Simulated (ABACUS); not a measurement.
## SiC (Moissanite): equation of state with PBE

SiC (Moissanite):

```xyz
4
Lattice="3.0760 0.0000 0.0000 -1.5380 2.6639 0.0000 0.0000 0.0000 5.0480" Properties=species:S:1:pos:R:3 pbc="T T T"
Si    1.5380    0.8880    2.5240
Si    0.0000    1.7759    0.0000
C     1.5380    0.8880    4.4675
C     0.0000    1.7759    1.9435
```

```yaml
Program: ABACUS 3.10.1
Task: equation of state
Functional: PBE
Potentials_or_basis: PseudoDojo NC SR 0.4.1 PBE standard
Cutoff: 1116 eV
Density_cutoff: 4463 eV
Basis: plane waves
k_mesh: 10 × 10 × 5
Occupations: fermi-dirac, width 0.05 eV
Spin: no spin polarisation
```

```yaml
Equilibrium_volume: 10.52 Å³/atom
Bulk_modulus_at_fixed_shape_and_positions: 212 GPa
Pressure_derivative_of_the_bulk_modulus: 3.9
```

Energy against volume, from the lowest point:
| volume (Å³/atom) | energy (meV/atom) |
| --- | --- |
| 9.721 | 45.47 |
| 9.927 | 24.09 |
| 10.134 | 9.81 |
| 10.341 | 1.98 |
| 10.548 | 0.00 |
| 10.755 | 3.33 |
| 10.961 | 11.49 |

All runs of the series together: 31 s on 4 threads of AMD EPYC 9R45 (Zen 5) (shared host).

Caveat: the cell was scaled at fixed shape and fractional positions, which overstates the stiffness of a crystal with free parameters, most of all of layers and chains.
